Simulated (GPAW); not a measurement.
# CuO (Tenorite) (C2/c) in GPAW: notebook

The runs below take CuO (Tenorite) through single point, with PBE, LDA.

Everything below comes from runs of GPAW 26.7.0. Logs are shortened: lines on timing, memory, paths and dates and some standing lists are left out, and cuts for length are marked. The log counts tension as positive stress, the text compression.

## (1) The crystal as given

It takes space group C2/c (No. 15, monoclinic). The conventional cell has a = 4.684 Å, b = 3.423 Å, c = 5.129 Å, α = 90.00°, β = 99.54°, γ = 90.00°. Cu (site symmetry -1) has 4 O at 1.95 to 1.96 Å as nearest neighbours. Around O (site symmetry 2) lie 4 Cu at 1.95 to 1.96 Å.

## (2) Single point, PBE

run.py

```python
from ase.dft.bandgap import bandgap
from ase.io import read, write
from ase.units import GPa
from gpaw import GPAW, PW

atoms = read('CuO.xyz')

calc = GPAW(mode=PW(600),
            xc='PBE',
            kpts={'size': (8, 8, 4), 'gamma': True},
            occupations={'name': 'fermi-dirac', 'width': 0.05},
            nbands=33,
            maxiter=120,
            txt='gpaw.txt')
atoms.calc = calc
energy = atoms.get_potential_energy()
forces = atoms.get_forces()
stress = atoms.get_stress()
calc.write('gs.gpw')
write('result.traj', atoms)
print(f'Energy: {energy:.6f} eV')
print('Forces (eV/A):')
print(forces.round(4))
print('Stress (GPa):', (stress / GPa).round(3))
print('Fermi level:', round(calc.get_fermi_level(), 4), 'eV')
print(f'Gap: {bandgap(calc)[0]:.4f} eV, direct: {bandgap(calc, direct=True)[0]:.4f} eV')
```

CuO.xyz

```xyz
4
Lattice="2.3418500000 -1.7113000000 0.0000000000 2.3418500000 1.7113000000 0.0000000000 -0.8500274268 0.0000000000 5.0578693947" Properties=species:S:1:pos:R:3 pbc="T T T"
Cu     0.7459112866     -0.8556500000      2.5289346974
Cu     1.1709250000      0.8556500000      0.0000000000
O      1.7043294299      0.2792841600      3.7934020460
O      2.1293431433     -0.2792841600      1.2644673487
```

Potentials or basis: GPAW PAW data sets (gpaw-data 1.2.1), pw.

The run is started by

```
$ OMP_NUM_THREADS=1 python run.py
```

gpaw.txt:

```text
__  _  _
 | _ |_)|_||  |
 |__||  | ||/\| - 26.7.0

Input parameters:
  mode=PW(ecut=600.0),
  kpts=MonkhorstPack(size=(8, 8, 4), gamma=True),
  maxiter=120,
  nbands=33,
  occupations=Occupations(name='fermi-dirac', width=0.05),
  xc=XC(name='PBE')

Diagonalizing LCAO Hamiltonian
Converting LCAO to pw mode

          O

       Cu
           O
         Cu

Atoms  # Å, Bohr magnetons
|   | symbol |        x |         y |        z |    initial magnetic moments |
|---|--------|----------|-----------|----------|-----------------------------|
| 0 |     Cu | 0.745911 | -0.855650 | 2.528935 | ( 0.0000,  0.0000,  0.0000) |
| 1 |     Cu | 1.170925 |  0.855650 | 0.000000 | ( 0.0000,  0.0000,  0.0000) |
| 2 |      O | 1.704329 |  0.279284 | 3.793402 | ( 0.0000,  0.0000,  0.0000) |
| 3 |      O | 2.129343 | -0.279284 | 1.264467 | ( 0.0000,  0.0000,  0.0000) |

Unit cell  # Å
| periodic |         x |         y |        z |  lengths |    angles |
|----------|-----------|-----------|----------|----------|-----------|
|      yes |  2.341850 | -1.711300 | 0.000000 | 2.900484 | 97.690119 |
|      yes |  2.341850 |  1.711300 | 0.000000 | 2.900484 | 97.690119 |
|      yes | -0.850027 |  0.000000 | 5.057869 | 5.128800 | 72.314715 |

Number of symmetries: 2
Symmetry operations  # r_c * U_cc + t_c -> r_c
|   | kind |            matrix            |
|---|------|------------------------------|
| 0 |  E   |  1, 0, 0,  0, 1, 0,  0, 0, 1 |
| 1 |  i   | -1, 0, 0,  0,-1, 0,  0, 0,-1 |

BZ-sampling:
  Number of BZ points: 256
  Number of IBZ points: 132

  Monkhorst-Pack size: [8, 8, 4]
  Monkhorst-Pack shift: [0.0625, 0.0625, 0.125]

K-points  # in reciprocal-cell coordinates
|     |                                coordinates |     weight |
|-----|--------------------------------------------|------------|
|   0 | (  0.00000000,   0.00000000,   0.00000000) | 0.00390625 |
|   1 | (  0.00000000,   0.00000000,   0.25000000) | 0.00781250 |
|   2 | (  0.00000000,   0.00000000,   0.50000000) | 0.00390625 |
|   3 | (  0.00000000,   0.12500000,  -0.25000000) | 0.00781250 |
|   4 | (  0.00000000,   0.12500000,   0.00000000) | 0.00781250 |
|   5 | (  0.00000000,   0.12500000,   0.25000000) | 0.00781250 |
|   6 | (  0.00000000,   0.12500000,   0.50000000) | 0.00781250 |
|   7 | (  0.00000000,   0.25000000,  -0.25000000) | 0.00781250 |
|   8 | (  0.00000000,   0.25000000,   0.00000000) | 0.00781250 |
|   9 | (  0.00000000,   0.25000000,   0.25000000) | 0.00781250 |
| ... |                                            |            |
| 131 | (  0.50000000,   0.50000000,   0.50000000) | 0.00390625 |

Plane wave coefficients: 1365
Cutoff: 600.0 eV

Spin-components: 1 (collinear spins)
Bands:           33
Projectors:      22
Spin-degeneracy: 2
Datatype:        complex128

Parallelization:
  kpt:    1
  domain: 1
  band:   1

Density:
  Valence electrons: 34.0
  Components: 1
  Grid points: [18 18 30]
  Charge: 0.0  # |e|

Potential:
  Grid points: [18 18 30]

species:
  Cu:
    name:    Copper
    Z:       29.0
    valence: 11
    core:    18
    charge:  0.0  # [|e|]
    compensation charges:
      type: gauss
      rc: 0.33  # [Å]
      lmax: 2
    cutoffs:
      filter: 2.06  # [Å]
      core: 2.43  # [Å]
    projectors
    | kind |    occ | energy [eV] | rcut [Å] |
    |------|--------|-------------|----------|
    |   4s |  1.000 |      -4.609 |    1.164 |
    |   4p |  0.000 |      -0.698 |    1.164 |
    |   3d | 10.000 |      -5.039 |    1.058 |
    |    s |        |      22.603 |    1.164 |
    |    p |        |      26.513 |    1.164 |
    |    d |        |      22.172 |    1.058 |

    Using partial waves for Cu as LCAO basis

  O:
    name:    Oxygen
    Z:       8.0
    valence: 6
    core:    2
    charge:  0.0  # [|e|]
    compensation charges:
      type: gauss
      rc: 0.21  # [Å]
      lmax: 2
    cutoffs:
      filter: 1.17  # [Å]
      core: 0.83  # [Å]
    projectors
    | kind |    occ | energy [eV] | rcut [Å] |
    |------|--------|-------------|----------|
    |   2s |  2.000 |     -23.961 |    0.688 |
    |   2p |  4.000 |      -9.029 |    0.598 |
    |    s |        |       3.251 |    0.688 |
    |    p |        |      18.182 |    0.598 |
    |    d |        |       0.000 |    0.619 |

    Using partial waves for O as LCAO basis

Reference energy: -94124.608285  # eV

eigensolver:
  PPCG
  Converge bands: occupied
  niter=2

density mixing:
  MSR1-Mixer
  Pratt-step length: 0.05
  Maximum mixing coefficient: 0.75
  Old densities: 10
  SVD Regularization: 0.005
  Good broyden scale: 1.0
  Trust region scale: 1.0
  Backstep threshold: 4.0
  History deletion threshold: 6.0
  Fourier metric: weight=20.0, sigma=0.015

occupation numbers:
  Fermi-Dirac:
    width: 0.0500  # eV

poisson solver:
  ecut: 4800.0  # eV

xc functional:
  name: PBE with 2 nearest neighbor stencil

convergence criteria:
- Maximum [total energy] change in last 3 cyles: 0.0005 eV / valence electron
- Maximum integral of absolute [dens]ity change: 0.0001 electrons / valence electron
- Maximum integral of absolute [eigenst]ate change: 4e-08 eV^2 / valence electron
maximum number of iterations: 120

SCF iterations
|iter     | |      energy | eigst |  dens |
|---------|-|-------------|-------|-------|
|iter:   1| |  -25.598316 | -0.00 |       |
|iter:   2| |  -23.118340 | -1.94 | -0.89 |
|iter:   3| |  -19.655276 | -1.32 | -0.99 |
|iter:   4| |  -19.602193 | -3.40 | -1.59 |
|iter:   5| |  -19.571808 | -3.25 | -1.75 |
|iter:   6| |  -19.596781 | -3.70 | -2.33 |
|iter:   7| |  -19.566474 | -3.99 | -2.00 |
|iter:   8| |  -19.566455 | -5.97 | -2.99 |
|iter:   9| |  -19.566479c| -5.64 | -3.14 |
|iter:  10| |  -19.566474c| -7.36 | -4.04c|
|iter:  11| |  -19.566474c| -7.43c| -4.68c|

Converged in 11 steps
Energy contributions relative to reference atoms: (reference = -94124.608285)

Energy contributions:
  Kinetic:           2.519450
  Coulomb:          -7.274191
  Zero:              0.402627
  External:          0.000000
  Xc:              -15.205465
  Entropy:          -0.017789
  Spinorbit:         0.000000
  ----------------------------
  Free energy:     -19.575368
  Extrapolated:    -19.566474

dipole moment: (-8.308735, 0.000001, -10.961945)  # |e|*Ang

Fermi level: 6.565
Eigenvalues  # (at kpt = [0.000, 0.000, 0.000])
| band index |      eig [eV] | occ [0-2] |
|------------|---------------|-----------|
|          0 |       -13.387 |     2.000 |
|        ... |               |           |
|          8 |         3.474 |     2.000 |
|          9 |         3.566 |     2.000 |
|         10 |         3.874 |     2.000 |
|         11 |         3.921 |     2.000 |
|         12 |         4.152 |     2.000 |
|         13 |         4.322 |     2.000 |
[... 8 lines left out ...]
|         22 |        22.260 |     0.000 |
|         23 |        22.987 |     0.000 |
|        ... |               |           |
|         32 |        30.138 |     0.000 |

No gap
No difference between direct/indirect transitions

Forces  # eV/Ang
|        x |        y |        z |
|----------|----------|----------|
|  0.00000 |  0.00000 |  0.00000 |  # Cu   0
|  0.00000 |  0.00000 |  0.00000 |  # Cu   1
| -0.00000 | -0.19453 |  0.00002 |  # O    2
|  0.00000 |  0.19453 | -0.00002 |  # O    3

Stress tensor  # eV/Ang^3
|         x |         y |         z |
|-----------|-----------|-----------|
| -0.025360 |  0.000001 |  0.009478 |
|  0.000001 | -0.025812 |  0.000000 |
|  0.009478 |  0.000000 | -0.022841 |

# Writing to gs.gpw (mode='')
```

Run time: 2.5 min. Hardware: 1 thread of Arm Neoverse V1, shared host; peak memory 0.27 GiB.

What came out:

- Free energy: -19.5754 eV
- Pressure: 4.0 GPa
- Largest force: 0.195 eV/Å
- Band gap on the k mesh: none (metal or under the smearing width)

Forces in eV/Å, atoms in the order of the input:
```
Cu   0.000  0.000  0.000
Cu   0.000  0.000  0.000
O    0.000 -0.195  0.000
O    0.000  0.195  0.000
```

Stress tensor (GPa, compression positive):
```
 4.06  0.00 -1.52
 0.00  4.14  0.00
-1.52  0.00  3.66
```

Caveat: with this Cu data set, volumes or pressures lay over 1.5 % or 2 GPa off other programs in two to four cells of ten; the cutoff is short for stress and forces, so pressures can be off by a GPa or more; the run has no spin polarisation, though such a crystal can be magnetic; semilocal functionals often make such compounds metallic where correlation or magnetic order opens a gap, which also shifts bond lengths. With open d or f shells a metallic result of PBE can be an artefact of self-interaction; +U or a hybrid may open a gap.

## (3) Single point, LDA (volume scaled by 0.92)

run.py

```python
from ase import Atoms
from ase.dft.bandgap import bandgap
from ase.io import write
from ase.units import GPa
from gpaw import GPAW, PW

atoms = Atoms(['Cu', 'Cu', 'O', 'O'],
              cell=[[2.2776571427, -1.6643912583, 0.0],
                    [2.2776571427, 1.6643912583, 0.0],
                    [-0.8267271773, 0.0, 4.9192272578]],
              scaled_positions=[[0.5, 0.0, 0.5],
                                [0.0, 0.5, 0.0],
                                [0.4184, 0.5816, 0.75],
                                [0.5816, 0.4184, 0.25]],
              pbc=True)

calc = GPAW(mode=PW(650),
            xc='LDA',
            kpts={'size': (7, 7, 4), 'gamma': True},
            occupations={'name': 'fermi-dirac', 'width': 0.05},
            nbands=33,
            convergence={'density': 1e-05, 'energy': 1e-05},
            maxiter=80,
            txt='gpaw.txt')
atoms.calc = calc
energy = atoms.get_potential_energy()
forces = atoms.get_forces()
stress = atoms.get_stress()
calc.write('gs.gpw')
write('result.traj', atoms)
print(f'Energy: {energy:.6f} eV')
print('Forces (eV/A):')
print(forces.round(4))
print('Stress (GPa):', (stress / GPa).round(3))
print('Fermi level:', round(calc.get_fermi_level(), 4), 'eV')
print(f'Gap: {bandgap(calc)[0]:.4f} eV, direct: {bandgap(calc, direct=True)[0]:.4f} eV')
```

Potentials or basis: the program's PAW data sets (release 1.2.1) made for this functional, pw.

The run is started by

```
$ OMP_NUM_THREADS=1 python run.py
```

gpaw.txt:

```text
__  _  _
 | _ |_)|_||  |
 |__||  | ||/\| - 26.7.0

Input parameters:
  mode=PW(ecut=650.0),
  convergence={'density': 1e-05, 'energy': 1e-05},
  kpts=MonkhorstPack(size=(7, 7, 4), gamma=True),
  maxiter=80,
  nbands=33,
  occupations=Occupations(name='fermi-dirac', width=0.05),
  xc=XC(name='LDA')

Diagonalizing LCAO Hamiltonian
Converting LCAO to pw mode

          O

       Cu
          O
         Cu

Atoms  # Å, Bohr magnetons
|   | symbol |        x |         y |        z |    initial magnetic moments |
|---|--------|----------|-----------|----------|-----------------------------|
| 0 |     Cu | 0.725465 | -0.832196 | 2.459614 | ( 0.0000,  0.0000,  0.0000) |
| 1 |     Cu | 1.138829 |  0.832196 | 0.000000 | ( 0.0000,  0.0000,  0.0000) |
| 2 |      O | 1.657612 |  0.271629 | 3.689420 | ( 0.0000,  0.0000,  0.0000) |
| 3 |      O | 2.070975 | -0.271629 | 1.229807 | ( 0.0000,  0.0000,  0.0000) |

Unit cell  # Å
| periodic |         x |         y |        z |  lengths |    angles |
|----------|-----------|-----------|----------|----------|-----------|
|      yes |  2.277657 | -1.664391 | 0.000000 | 2.820979 | 97.690119 |
|      yes |  2.277657 |  1.664391 | 0.000000 | 2.820979 | 97.690119 |
|      yes | -0.826727 |  0.000000 | 4.919227 | 4.988214 | 72.314715 |

Number of symmetries: 2
Symmetry operations  # r_c * U_cc + t_c -> r_c
|   | kind |            matrix            |
|---|------|------------------------------|
| 0 |  E   |  1, 0, 0,  0, 1, 0,  0, 0, 1 |
| 1 |  i   | -1, 0, 0,  0,-1, 0,  0, 0,-1 |

BZ-sampling:
  Number of BZ points: 196
  Number of IBZ points: 99

  Monkhorst-Pack size: [7, 7, 4]
  Monkhorst-Pack shift: [0.0, 0.0, 0.125]

K-points  # in reciprocal-cell coordinates
|     |                                coordinates |     weight |
|-----|--------------------------------------------|------------|
|   0 | (  0.00000000,   0.00000000,   0.00000000) | 0.00510204 |
|   1 | (  0.00000000,   0.00000000,   0.25000000) | 0.01020408 |
|   2 | (  0.00000000,   0.00000000,   0.50000000) | 0.00510204 |
|   3 | (  0.00000000,   0.14285714,  -0.25000000) | 0.01020408 |
|   4 | (  0.00000000,   0.14285714,   0.00000000) | 0.01020408 |
|   5 | (  0.00000000,   0.14285714,   0.25000000) | 0.01020408 |
|   6 | (  0.00000000,   0.14285714,   0.50000000) | 0.01020408 |
|   7 | (  0.00000000,   0.28571429,  -0.25000000) | 0.01020408 |
|   8 | (  0.00000000,   0.28571429,   0.00000000) | 0.01020408 |
|   9 | (  0.00000000,   0.28571429,   0.25000000) | 0.01020408 |
| ... |                                            |            |
|  98 | (  0.42857143,   0.42857143,   0.50000000) | 0.01020408 |

Plane wave coefficients: 1424
Cutoff: 650.0 eV

Spin-components: 1 (collinear spins)
Bands:           33
Projectors:      22
Spin-degeneracy: 2
Datatype:        complex128

Density:
  Valence electrons: 34.0
  Components: 1
  Grid points: [18 18 30]
  Charge: 0.0  # |e|

Potential:
  Grid points: [18 18 30]

species:
  Cu:
    name:    Copper
    Z:       29.0
    valence: 11
    core:    18
    charge:  0.0  # [|e|]
    compensation charges:
      type: gauss
      rc: 0.33  # [Å]
      lmax: 2
    cutoffs:
      filter: 2.06  # [Å]
      core: 2.43  # [Å]
    projectors
    | kind |    occ | energy [eV] | rcut [Å] |
    |------|--------|-------------|----------|
    |   4s |  1.000 |      -4.857 |    1.164 |
    |   4p |  0.000 |      -0.783 |    1.164 |
    |   3d | 10.000 |      -5.324 |    1.058 |
    |    s |        |      22.354 |    1.164 |
    |    p |        |      26.429 |    1.164 |
    |    d |        |      21.887 |    1.058 |

    Using partial waves for Cu as LCAO basis

  O:
    name:    Oxygen
    Z:       8.0
    valence: 6
    core:    2
    charge:  0.0  # [|e|]
    compensation charges:
      type: gauss
      rc: 0.21  # [Å]
      lmax: 2
    cutoffs:
      filter: 1.17  # [Å]
      core: 0.83  # [Å]
    projectors
    | kind |    occ | energy [eV] | rcut [Å] |
    |------|--------|-------------|----------|
    |   2s |  2.000 |     -23.752 |    0.688 |
    |   2p |  4.000 |      -9.195 |    0.598 |
    |    s |        |       3.459 |    0.688 |
    |    p |        |      18.016 |    0.598 |
    |    d |        |       0.000 |    0.619 |

    Using partial waves for O as LCAO basis

Reference energy: -93958.010232  # eV

eigensolver:
  PPCG
  Converge bands: occupied
  niter=2

density mixing:
  MSR1-Mixer
  Pratt-step length: 0.05
  Maximum mixing coefficient: 0.75
  Old densities: 10
  SVD Regularization: 0.005
  Good broyden scale: 1.0
  Trust region scale: 1.0
  Backstep threshold: 4.0
  History deletion threshold: 6.0
  Fourier metric: weight=20.0, sigma=0.015

occupation numbers:
  Fermi-Dirac:
    width: 0.0500  # eV

poisson solver:
  ecut: 5200.0  # eV

xc functional:
  name: None

convergence criteria:
- Maximum integral of absolute [dens]ity change: 1e-05 electrons / valence electron
- Maximum [total energy] change in last 3 cyles: 1e-05 eV / valence electron
- Maximum integral of absolute [eigenst]ate change: 4e-08 eV^2 / valence electron
maximum number of iterations: 80

SCF iterations
|iter     | |      energy | eigst |  dens |
|---------|-|-------------|-------|-------|
|iter:   1| |  -29.275613 | +0.19 |       |
|iter:   2| |  -26.904583 | -1.76 | -0.91 |
|iter:   3| |  -23.472576 | -1.13 | -1.00 |
|iter:   4| |  -23.410932 | -3.24 | -1.63 |
|iter:   5| |  -23.503749 | -2.83 | -1.77 |
|iter:   6| |  -23.354351 | -2.87 | -1.60 |
|iter:   7| |  -23.351125 | -3.64 | -2.47 |
|iter:   8| |  -23.350912 | -5.46 | -2.95 |
|iter:   9| |  -23.350878c| -6.21 | -3.32 |
|iter:  10| |  -23.350880c| -7.54c| -4.21 |
|iter:  11| |  -23.350880c| -8.55c| -4.78 |
|iter:  12| |  -23.350880c| -9.07c| -5.47c|

Converged in 12 steps
Energy contributions relative to reference atoms: (reference = -93958.010232)

Energy contributions:
  Kinetic:          10.594499
  Coulomb:         -13.451372
  Zero:              0.436378
  External:          0.000000
  Xc:              -20.921360
  Entropy:          -0.018050
  Spinorbit:         0.000000
  ----------------------------
  Free energy:     -23.359904
  Extrapolated:    -23.350880

dipole moment: (-8.153943, -0.000000, -10.757720)  # |e|*Ang

Fermi level: 7.356
Eigenvalues  # (at kpt = [0.000, 0.000, 0.000])
| band index |      eig [eV] | occ [0-2] |
|------------|---------------|-----------|
|          0 |       -13.152 |     2.000 |
|        ... |               |           |
|          8 |         3.867 |     2.000 |
|          9 |         3.972 |     2.000 |
|         10 |         4.342 |     2.000 |
|         11 |         4.372 |     2.000 |
|         12 |         4.630 |     2.000 |
|         13 |         4.841 |     2.000 |
[... 8 lines left out ...]
|         22 |        23.381 |     0.000 |
|         23 |        24.044 |     0.000 |
|        ... |               |           |
|         32 |        32.336 |     0.000 |

No gap
No difference between direct/indirect transitions

Forces  # eV/Ang
|        x |        y |        z |
|----------|----------|----------|
|  0.00000 |  0.00000 |  0.00000 |  # Cu   0
|  0.00000 |  0.00000 |  0.00000 |  # Cu   1
| -0.00000 | -0.13045 |  0.00001 |  # O    2
|  0.00000 |  0.13045 | -0.00001 |  # O    3

Stress tensor  # eV/Ang^3
|         x |         y |         z |
|-----------|-----------|-----------|
| -0.045172 | -0.000000 |  0.015191 |
| -0.000000 | -0.039397 | -0.000000 |
|  0.015191 | -0.000000 | -0.049200 |

# Writing to gs.gpw (mode='')
```

Run time: 77 s. Hardware: 1 thread of AMD EPYC 7B13 (Zen 3), shared host; peak memory 0.24 GiB.

What came out:

| Item | Value |
| --- | --- |
| Free energy | -23.3599 eV |
| Pressure | 7.1 GPa |
| Largest force | 0.130 eV/Å |
| Band gap on the k mesh | none (metal or under the smearing width) |

Forces in eV/Å, atoms in the order of the input:
```
Cu   0.000  0.000  0.000
Cu   0.000  0.000  0.000
O    0.000 -0.130  0.000
O    0.000  0.130  0.000
```

Caveat: with this Cu data set, volumes or pressures lay over 1.5 % or 2 GPa off other programs in two to four cells of ten; the cutoff is short for stress and forces, so pressures can be off by a GPa or more; the run has no spin polarisation, though such a crystal can be magnetic; semilocal functionals often make such compounds metallic where correlation or magnetic order opens a gap, which also shifts bond lengths.
